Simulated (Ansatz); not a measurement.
# Equation of state of Mg₂Sn

```xyz
3
Lattice="0.0000 3.3795 3.3795 3.3795 0.0000 3.3795 3.3795 3.3795 0.0000" Properties=species:S:1:pos:R:3 pbc="T T T"
Mg    1.6898    1.6898    1.6898
Mg    5.0693    5.0693    5.0693
Sn    0.0000    0.0000    0.0000
```

The cell is COD entry 1537878, as deposited and not checked against the literature; nothing was relaxed.

Spin–orbit coupling is left out, though it moves levels of the heavy atoms by tenths of an eV or more.

All numbers are computed: DFT, LDA, all-electron LAPW, scalar-relativistic (Ansatz 0.2.0); DFT, LDA, PAW with Ansatz's default frozen-core files, scalar-relativistic (Ansatz 0.2.0).

For LAPW: a Γ-centred 11×11×11 k mesh, Fermi–Dirac smearing of 0.08 eV, basis error target 0.5 meV/atom, no spin polarisation. PAW takes a cutoff of 420 eV at this cell (files made with PBE, cores remade for this functional). The Ansatz runs share mesh, smearing and spin set-up. Plane-wave (PAW) pressures include the program's estimate of the Pulay term.

The cell above is scaled evenly, with fractional coordinates and shape held.

```tsv
V/V(cell)	V (Å³/atom)	P, LAPW (GPa)	P, PAW (GPa)	free energy over the lowest listed, PAW (meV/atom)
0.9400	24.188	0.96	0.94	1.4
0.9600	24.702	-0.06	-0.08	0.0
0.9800	25.217	?	?	?
0.9900	25.474	-1.39	-1.41	3.7
1.0000	25.732	-1.79	-1.81	6.3
1.0100	25.989	-2.17	-2.18	9.5
1.0200	26.246	-2.52	-2.54	13.3
1.0400	26.761	-3.18	-3.19	22.5
1.0600	27.275	-3.76	-3.78	33.7
```

Fill in the row V/V(cell) = 0.9800.

P, LAPW (GPa) = -0.97, P, PAW (GPa) = -0.99, free energy over the lowest listed, PAW (meV/atom) = 1.7.

What do Birch–Murnaghan fits to the pressures give?

LAPW: V0 = 24.67 Å³/atom, B0 = 47 GPa, B0′ = 4.3; PAW: V0 = 24.66 Å³/atom, B0 = 47 GPa, B0′ = 4.3.

PAW's V0 lies -0.04 % from the all-electron value and its B0 0.1 %. Symmetry fixes shape and coordinates here, so this is the relaxed modulus.
